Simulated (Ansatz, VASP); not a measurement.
## Two plane-wave programs on AgCl (Chlorargyrite)

```
Ag Cl
1.0
     0.00000    2.72376    2.72376
     2.72376    0.00000    2.72376
     2.72376    2.72376    0.00000
Ag Cl
1 1
Direct
  0.00000 0.00000 0.00000
  0.50000 0.50000 0.50000
```

Alike in both runs: functional PBEsol; k mesh 8 × 8 × 8; occupations gaussian, width 0.02 eV; no spin polarisation.

Ansatz relaxed the structure, and its values are those at the end. VASP's run is a single point on that final structure, the one shown.

|  | VASP | Ansatz |
| --- | --- | --- |
| version | VASP 6.6.1 | Ansatz 0.2.0 |
| potentials or method | VASP PAW PBE potentials, release 64 (Ag, Cl) | scalar-relativistic, plane waves, PAW |
| plane-wave cutoff (eV) | 520 | 420 |
| valence electrons in the cell | 18 | 26 |

|  | VASP | Ansatz | Ansatz less VASP |
| --- | --- | --- | --- |
| gap on the k mesh at the Fermi level (eV) | 0.72 | 0.72 | +0.003 |
| least direct gap on the mesh (eV) | 3.22 | 3.23 | +0.002 |
| pressure (GPa) | -0.1 | 0.0 | +0.11 |

The two sets of potentials don't hold the same shells in valence.

Caveats: the PAW data sets were made with another functional, which shifts forces and pressure a little (VASP). A k mesh can miss the band edges. A hybrid or GW would open this gap; PBEsol tends to underestimate it.
